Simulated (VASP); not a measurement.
# ZrC (Fm-3m) in VASP: further runs, part 2 of 2

VASP 6.6.1. Earlier steps stand in the parts before.

### 5 Electric field gradients, PBE (volume scaled by 0.9405, crystal datasets)

The input, INCAR:

```
PREC = Accurate ; ENCUT = 520
EDIFF = 1E-8 ; ISMEAR = -1
SIGMA = 0.05 ; LREAL = F
LASPH = T ; NELM = 60
ALGO = Fast ; ISIF = 2
LWAVE = F ; LCHARG = F
GGA = PE ; LEFG = T
NBANDS = 15
```

The input, KPOINTS:

```
Automatic mesh
0
Gamma
  14 14 14
```

The input, POSCAR:

```
ZrC
1.0
    0.0000000000      2.3066572410      2.3066572410
    2.3066572410      0.0000000000      2.3066572410
    2.3066572410      2.3066572410      0.0000000000
Zr C
1 1
Direct
    0.0000000000      0.0000000000      0.0000000000
    0.5000000000      0.5000000000      0.5000000000
```

Potentials or basis: VASP PAW PBE potentials, release 64 (Zr_sv, C).

Run with:

```console
cat potpaw_PBE.64/Zr_sv/POTCAR potpaw_PBE.64/C/POTCAR > POTCAR
mpirun -np 1 vasp_std > vasp.out
```

OUTCAR:

```text
PREC = Accurate
   ENCUT = 520
   EDIFF = 1E-8
   ISMEAR = -1
   LREAL = F
   LASPH = T
   NELM = 60
   ISIF = 2
   GGA = PE

 ion  position               nearest neighbor table
   1  0.000  0.000  0.000-   2 2.31   2 2.31   2 2.31   2 2.31   2 2.31   2 2.31
   2  0.500  0.500  0.500-   1 2.31   1 2.31   1 2.31   1 2.31   1 2.31   1 2.31

  LATTYP: Found a face centered cubic cell.
 ALAT       =     4.6133144820

  Lattice vectors:

 A1 = (   0.0000000000,   2.3066572410,   2.3066572410)
 A2 = (   2.3066572410,   0.0000000000,   2.3066572410)
 A3 = (   2.3066572410,   2.3066572410,   0.0000000000)

Analysis of symmetry for initial positions (statically):
=====================================================================
 Subroutine PRICEL returns:
 Original cell was already a primitive cell.

 Routine SETGRP: Setting up the symmetry group for a
 face centered cubic supercell.

 Subroutine GETGRP returns: Found 48 space group operations
 (whereof 48 operations were pure point group operations)
 out of a pool of 48 trial point group operations.

The static configuration has the point symmetry O_h .

Analysis of symmetry for dynamics (positions and initial velocities):
=====================================================================
 Subroutine PRICEL returns:
 Original cell was already a primitive cell.

 Routine SETGRP: Setting up the symmetry group for a
 face centered cubic supercell.

 Subroutine GETGRP returns: Found 48 space group operations
 (whereof 48 operations were pure point group operations)
 out of a pool of 48 trial point group operations.

The dynamic configuration has the point symmetry O_h .

 Subroutine INISYM returns: Found 48 space group operations
 (whereof 48 operations are pure point group operations),
 and found     1 'primitive' translations

----------------------------------------------------------------------------------------

                                     Primitive cell

  volume of cell :      24.5459

  direct lattice vectors                    reciprocal lattice vectors
     0.000000000  2.306657241  2.306657241    -0.216763892  0.216763892  0.216763892
     2.306657241  0.000000000  2.306657241     0.216763892 -0.216763892  0.216763892
     2.306657241  2.306657241  0.000000000     0.216763892  0.216763892 -0.216763892

  length of vectors
     3.262105954  3.262105954  3.262105954     0.375446073  0.375446073  0.375446073

  position of ions in fractional coordinates (direct lattice)
     0.000000000  0.000000000  0.000000000
     0.500000000  0.500000000  0.500000000

  ion indices of the primitive-cell ions
   primitive index   ion index
                 1           1
                 2           2

----------------------------------------------------------------------------------------

 KPOINTS: Automatic mesh

Automatic generation of k-mesh.
 Grid dimensions read from file:
 generate k-points for:   14   14   14

 Generating k-lattice:

  Cartesian coordinates                     Fractional coordinates (reciprocal lattice)
    -0.015483135  0.015483135  0.015483135     0.071428571  0.000000000  0.000000000
[... 77 lines left out ...]
   IMIX   =      4    mixing-type and parameters
     AMIX     =   0.40;   BMIX     =  1.00
     AMIX_MAG =   1.60;   BMIX_MAG =  1.00
  volume/ion in A,a.u.               =      12.27        82.82
  Fermi-wavevector in a.u.,A,eV,Ry     =   1.419455  2.682382 27.413749  2.014854
  Thomas-Fermi vector in A             =   2.540474
   LORBIT       =      0    0 simple, 1 ext, 2 COOP (PROOUT), +10 PAW based schemes
   GGA     = PE    functional components
   LHFCALC =     F    Hartree Fock is set to
   AEXX    =    0.0000 exact exchange contribution
   IVDW    =     0    specifies the selected vdW correction
   LEPSILON=     F    determine dielectric tensor
   LRPA    =     F    only Hartree local field effects (RPA)
 non-spin polarized calculation
 RMM-DIIS sequential band-by-band and
  energy-cutoff  :      520.00
  volume of cell :       24.55
 maximum number of plane-waves:       674
   NGX = 13   NGY = 13   NGZ = 13

 number of electron      16.0000000 magnetization

 Free energy of the ion-electron system (eV)
  ---------------------------------------------------
  ext. energy  EPLUGINS =         0.00000000
  ---------------------------------------------------
  free energy    TOTEN  =       -19.38837203 eV

  energy without entropy =      -19.38598709  energy(sigma->0) =      -19.38717956

 E-fermi :  10.2916     XC(G=0): -12.4133

 val. band max:       10.2748076347   @ k =   0.3571   0.2857   0.0000
 cond. band min:      10.3046486669   @ k =   0.4286   0.4286   0.0000
 fundamental gap:      0.0298410323
 Fermi energy:        10.2916462294

 k-point     1 :       0.0000    0.0000    0.0000
  band No.  band energies     occupation
      1     -37.6187      2.00000
      2     -15.2867      2.00000
      3     -15.2867      2.00000
      4     -15.2867      2.00000
      5      -1.2266      2.00000
      6      11.2207      0.00000
      7      11.2207      0.00000
      8      11.2207      0.00000
      9      11.3834      0.00000
     10      11.3834      0.00000
     11      11.3834      0.00000
     12      13.2487      0.00000
     13      13.2487      0.00000
     14      18.2369      0.00000
[... 401 lines left out ...]
      2     -15.8121      2.00000
      3     -15.4109      2.00000
      4     -15.3934      2.00000
      5       0.1934      2.00000
      6       6.9494      2.00000
      7       8.5959      2.00000
      8       9.1082      2.00000
      9      11.2521      0.00000
     10      13.9899      0.00000
     11      14.4803      0.00000
     12      15.9105      0.00000
     13      17.8374      0.00000
     14      21.1259      0.00000
     15      24.4020      0.00000

 [... further k-points ...]
[... 5 lines left out ...]
  --------------------------------------------------------------------------------------
  -------------------------------------------------------------------------------------
  Total        2.4123249      2.4123249      2.4123249      0.0000000      0.0000000     -0.0000000
  in kB      157.4588938    157.4588938    157.4588938      0.0000000      0.0000000     -0.0000000
  external PRESSURE =     157.4588938 kB  Pullay stress =       0.0000000 kB

 VOLUME and BASIS-vectors are now :
 -----------------------------------------------------------------------------
  energy-cutoff  :      520.00
  volume of cell :       24.55
      direct lattice vectors                 reciprocal lattice vectors
     0.000000000  2.306657241  2.306657241    -0.216763892  0.216763892  0.216763892
     2.306657241  0.000000000  2.306657241     0.216763892 -0.216763892  0.216763892
     2.306657241  2.306657241  0.000000000     0.216763892  0.216763892 -0.216763892

 POSITION                                       TOTAL-FORCE (eV/Angst)
 -----------------------------------------------------------------------------------
      0.00000      0.00000      0.00000         0.000000      0.000000     -0.000000
      2.30666      2.30666      2.30666        -0.000000     -0.000000      0.000000
 -----------------------------------------------------------------------------------
    total drift:                                0.000000     -0.000000     -0.000000

  FREE ENERGIE OF THE ION-ELECTRON SYSTEM (eV)
  ---------------------------------------------------
  free  energy   TOTEN  =       -19.3883720288 eV

  energy  without entropy=      -19.3859870936  energy(sigma->0) =      -19.38717956

 Electric field gradients (V/A^2)
---------------------------------------------------------------------
 ion       V_xx      V_yy      V_zz      V_xy      V_xz      V_yz
---------------------------------------------------------------------
   1      -0.000    -0.000    -0.000    -0.000    -0.000    -0.000
   2       0.000    -0.000     0.000     0.000     0.000     0.000
---------------------------------------------------------------------

 Electric field gradients after diagonalization (V/A^2)
 (convention: |V_zz| > |V_xx| > |V_yy|)
----------------------------------------------------------------------
 ion       V_xx      V_yy      V_zz     asymmetry (V_yy - V_xx)/ V_zz
----------------------------------------------------------------------
   1       0.000     0.000    -0.000       0.000
   2      -0.000    -0.000     0.001       0.000
----------------------------------------------------------------------

           NMR quadrupolar parameters

 Cq : quadrupolar parameter    Cq=e*Q*V_zz/h
 eta: asymmetry parameters     (V_yy - V_xx)/ V_zz
 Q  : nuclear electric quadrupole moment in mb (millibarn)
----------------------------------------------------------------------
 ion       Cq(MHz)       eta       Q (mb)
----------------------------------------------------------------------
   1      -0.000       0.000       1.000
   2       0.000       0.000       1.000
----------------------------------------------------------------------
```

OSZICAR:

```text
N       E                     dE             d eps       ncg     rms          rms(c)
DAV:   1     0.103286325599E+03    0.10329E+03   -0.87322E+03  3120   0.109E+03
DAV:   2    -0.184055994803E+02   -0.12169E+03   -0.11327E+03  4149   0.289E+02
DAV:   3    -0.227068962377E+02   -0.43013E+01   -0.42728E+01  4331   0.481E+01
[... 14 lines left out ...]
RMM:  18    -0.193883719050E+02   -0.15520E-06   -0.77710E-07  3816   0.368E-03    0.468E-04
RMM:  19    -0.193883719602E+02   -0.55195E-07   -0.34750E-07  3442   0.231E-03    0.328E-04
RMM:  20    -0.193883720048E+02   -0.44602E-07   -0.16286E-07  3161   0.167E-03    0.181E-04
RMM:  21    -0.193883720209E+02   -0.16105E-07   -0.89932E-08  2769   0.117E-03    0.107E-04
RMM:  22    -0.193883720288E+02   -0.78783E-08   -0.49532E-08  2340   0.868E-04
   1 F= -.19388372E+02 E0= -.19387180E+02  d E =-.238494E-02
```

stdout:

```text
[... 32 lines left out ...]
 num prob  num prob  num prob  num prob  num prob  num prob  num prob  num prob  num prob  num prob  num prob  num prob  num prob  num prob  num prob  num prob  num prob  num prob  num prob  num prob  num prob  num prob  num prob  num prob  num prob  num prob  num prob  num prob  num prob  num prob  num prob  num prob  num prob  num prob  num prob  num prob  num prob  num prob  num prob  num prob  num prob  num prob  num prob  num prob  num prob  num prob  num prob  num prob  num prob  num prob  num prob  num prob  num prob  num prob  num prob  num prob  num prob  num prob  num prob  num prob  num prob  num prob  num prob  num prob  num prob  num prob  num prob  num prob  num prob  num prob  num prob  num prob  num prob  num prob  num prob  num prob  num pro
```

Run time: 49 s. Hardware: 1 thread of Intel Xeon Platinum 8488C (Sapphire Rapids), shared host; peak memory 0.16 GiB.

Results:

| Quantity | Value |
| --- | --- |
| Free energy | -19.3884 eV |
| Pressure | 15.7 GPa |
| Band gap on the k mesh | none (metal or under the smearing width) |

Electric field gradients, principal values (V/Å²):
| atom | Vxx | Vyy | Vzz |
| --- | --- | --- | --- |
| 1 Zr | 0.000 | 0.000 | 0.000 |
| 2 C | 0.000 | 0.000 | 0.001 |

Caveat: so large a pressure means that the cell lies far from this level's equilibrium, or that cutoff or potentials fall short.

### 6 Overview

```tsv
task	level	potentials or basis	cell	k mesh for the DOS	occupations for the DOS	gap on the mesh (eV)	pressure (GPa)
electric field gradients	LDA	VASP PAW LDA potentials, release 64 (Zr_sv, C)	functional lda, volume scaled by 0.96, PAW files	-	-	none	0.1
electric field gradients	PBEsol	VASP PAW PBE potentials, release 64 (Zr_sv, C)	functional pbesol, volume scaled by 0.96, PAW files	-	-	none	4.2
density of states	PBE	VASP PAW PBE potentials, release 64 (Zr_sv, C)	as given	21 × 21 × 21	tetrahedron	-	-
electric field gradients	PBE	VASP PAW PBE potentials, release 64 (Zr_sv, C)	volume scaled by 0.9405, crystal datasets	-	-	none	15.7
```

Alike in all rows: no spin polarisation; k mesh 14 × 14 × 14; cutoff (eV) 520; smearing fermi-dirac 0.05 eV.

Caveats: the PAW data sets were made with another functional, which shifts forces and pressure a little (some runs); so large a pressure means that the cell lies far from this level's equilibrium, or that cutoff or potentials fall short (some runs).

Total energies depend on the potentials used, so only differences within one code and one set of settings carry meaning.
